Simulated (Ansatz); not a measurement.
MoSe2: levels and charges under dearer methods

A database entry relaxed whole under r2SCAN at zero pressure (P6_3/mmc, No. 194):

```yaml
crystal:
  lattice:
    - [3.31986, 0.00000, 0.00000]
    - [-1.65993, 2.87508, 0.00000]
    - [0.00000, 0.00000, 13.63645]
  atoms:
    - { symbol: Mo, position: [0.33333, 0.66667, 0.25000] }
    - { symbol: Mo, position: [0.66667, 0.33333, 0.75000] }
    - { symbol: Se, position: [0.33333, 0.66667, 0.62875] }
    - { symbol: Se, position: [0.66667, 0.33333, 0.12875] }
    - { symbol: Se, position: [0.33333, 0.66667, 0.87125] }
    - { symbol: Se, position: [0.66667, 0.33333, 0.37125] }
```

Its volume is 21.69 Å³ an atom, +7.8 % against the entry's 20.13, which is old or was flagged in a check.

Single points on this cell with plane-wave PAW DFT (Ansatz 0.2.0; r2SCAN 500 eV, hybrids 420 eV; fermi-dirac occupations of width 0.020 eV; no moments): r2SCAN on a 12×12×2 Γ-centred mesh; HSE06 on a 6×6×2 Γ-centred mesh; PBE0 on a 6×6×2 Γ-centred mesh.

**Question.** What does each level give for gap and charges?

**Answer.** The runs give:

| level | gap (eV), or kind | pressure (GPa) | Bader charge of Mo (e) | Bader charge of Se (e) |
| --- | --- | --- | --- | --- |
| r2SCAN | 1.19 | 0.0 | +1.07 | -0.54 |
| HSE06 | 1.61 | -2.8 | +1.05 | -0.53 |
| PBE0 | 2.28 | -2.8 | +1.06 | -0.53 |

Under r2SCAN the gap is 1.19 eV, over mesh and band path. HSE06 moves it by +0.43 eV and PBE0 by +1.09 eV; PBE0 keeps its exact exchange at long range, which widens the gap over HSE06's by 0.66 eV on their common mesh.

Caveats: the relaxation kept the start's symmetry; HSE06 is read on its mesh and at the zone's corners, PBE0 on its mesh alone; hybrid pressures are good to a few tenths of a GPa; no spin-orbit coupling, which narrows gaps of heavier elements; no dispersion correction, so weakly bound layers or chains stand too far apart and gaps read wide; pressure is positive in compression.
